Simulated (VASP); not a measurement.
Crystal: Ta2N.

```
Ta N
1.0
     3.11286    0.00000    0.00000
    -1.55643    2.69582    0.00000
     0.00000    0.00000    4.86984
Ta N
2 1
Direct
  0.33333 0.66667 0.25471
  0.66667 0.33333 0.74529
  0.00000 0.00000 0.00000
```

The cell comes from a database or a generator and needn't be the stable form of this composition.

* Program: VASP 6.6.1
* Task: relaxation of cell and atoms
* Functional: RPBE
* Dispersion: D3
* Potentials or basis: VASP PAW PBE potentials, release 64 (Ta_pv, N)
* Cutoff: 600 eV
* k mesh: 10 × 10 × 6
* Occupations: fermi-dirac, width 0.05 eV
* Spin: no spin polarisation

At the start: pressure -6.2 GPa; volume 13.62 Å³/atom.

Question: Where does the relaxation end?

Answer: Over 10 steps the energy falls by 8.4 meV/atom and the volume is 13.28 Å³/atom (-2.5 %); space group P-3m1 (No. 164, to 0.05 Å).

The path:
| step | energy change (eV) | largest force (eV/Å) | pressure (GPa) | volume (Å³) |
| --- | --- | --- | --- | --- |
| 1 | 0.0000 | 0.1902 | -6.21 | 40.87 |
| 2 | 0.0833 | 0.4470 | 17.34 | 37.82 |
| 3 | -0.0201 | 0.2781 | 0.20 | 39.91 |
| 4 | -0.0201 | 0.2796 | 0.33 | 39.89 |
| 5 | -0.0243 | 0.0215 | 0.19 | 39.83 |
| 6 | -0.0243 | 0.0402 | 0.19 | 39.83 |
| 7 | -0.0251 | 0.0145 | -0.35 | 39.90 |
| 8 | -0.0251 | 0.0108 | -0.42 | 39.91 |
| 9 | -0.0249 | 0.0415 | 0.71 | 39.75 |
| 10 | -0.0252 | 0.0094 | 0.01 | 39.85 |

Final structure:
```cif
data_structure
_symmetry_space_group_name_H-M 'P 1'
_symmetry_Int_Tables_number 1
_cell_length_a 3.0726
_cell_length_b 3.0726
_cell_length_c 4.8734
_cell_angle_alpha 90.000
_cell_angle_beta 90.000
_cell_angle_gamma 120.000
_cell_volume 39.85
loop_
_atom_site_label
_atom_site_type_symbol
_atom_site_fract_x
_atom_site_fract_y
_atom_site_fract_z
_atom_site_occupancy
Ta1 Ta 0.33333 0.66667 0.25790 1
Ta2 Ta 0.66667 0.33333 0.74210 1
N1 N 0.00000 0.00000 0.00000 1
```

Caveat: the PAW data sets were made with another functional, which shifts forces and pressure a little; pairwise dispersion overbinds metals, which lowers pressure and volume.
